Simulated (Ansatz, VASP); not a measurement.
V: VASP beside Ansatz

Contents of POSCAR:

```
V
1.0
   -1.5129450000      1.5129450000      1.5129450000
    1.5129450000     -1.5129450000      1.5129450000
    1.5129450000      1.5129450000     -1.5129450000
V
1
Direct
    0.0000000000      0.0000000000      0.0000000000
```

INCAR.step1

```
PREC = Accurate ; ENCUT = 600
ISMEAR = 0 ; SIGMA = 0.1
LREAL = False ; LASPH = True
NELM = 60 ; GGA = PE
ALGO = Normal ; EDIFF = 1E-4
LWAVE = True ; LCHARG = False
```

The input INCAR.step2:

```
PREC = Accurate ; ENCUT = 600
EDIFF = 1E-6 ; ISMEAR = 0
SIGMA = 0.1 ; LREAL = False
LASPH = True ; NELM = 60
ALGO = Normal ; ISIF = 3
LWAVE = False ; LCHARG = False
METAGGA = R2SCAN ; LMIXTAU = True
IBRION = 2 ; NSW = 100
EDIFFG = -0.05 ; ISTART = 1
```

File KPOINTS:

```
regular mesh
0
Gamma
  10 10 10
```

Input for Ansatz:

```yaml
crystal:
  lattice:
    - [-1.512945, 1.512945, 1.512945]
    - [1.512945, -1.512945, 1.512945]
    - [1.512945, 1.512945, -1.512945]
  atoms:
    - { symbol: V, position: [0.0, 0.0, 0.0] }
basis:
  ecutwfc: 600.0
kpoints:
  mp_grid: { grid: [10, 10, 10] }
hamiltonian:
  xc: r2scan
  pseudopotentials: { kind: paw, azcp: { folder: soft_1 } }
scf:
  occupations: { method: gaussian, width: 0.1 }
output:
  forces: true
  stress: true
  eigenvalues: true
relax:
  adjacent_minimum: "off"
  f_tol: 0.05
  max_steps: 80
  cell: { stress_tol: 0.5 }
```

Alike in both runs: task relaxation of cell and atoms; functional r2SCAN; k mesh 10 × 10 × 10; occupations gaussian, width 0.1 eV; no spin polarisation.

|  | VASP | Ansatz |
| --- | --- | --- |
| version | VASP 6.6.1 | Ansatz 0.2.0 |
| potentials or method | VASP PAW PBE potentials, release 64 (V_sv) | scalar-relativistic, plane waves, PAW |
| plane-wave cutoff (eV) | 600 | 600 |
| valence electrons in the cell | 13 | 13 |

Ansatz gave:

| Item | Value |
| --- | --- |
| gap on the k mesh at the Fermi level, each at its own relaxed structure (eV) | none |
| relaxed volume (Å³/atom) | 13.36 |
| relaxed cell length with the largest relative difference (Å) | 2.589 |
| energy change over the relaxation (meV/atom) | -11 |

Estimate VASP's values.

gap on the k mesh at the Fermi level, each at its own relaxed structure (eV): none; relaxed volume (Å³/atom): 13.37; relaxed cell length with the largest relative difference (Å): 2.590; energy change over the relaxation (meV/atom): -11.

A gap of «none» marks a metal or a gap that the smearing closes.

Caveats: the PAW data sets were made with another functional, which shifts forces and pressure a little (VASP).
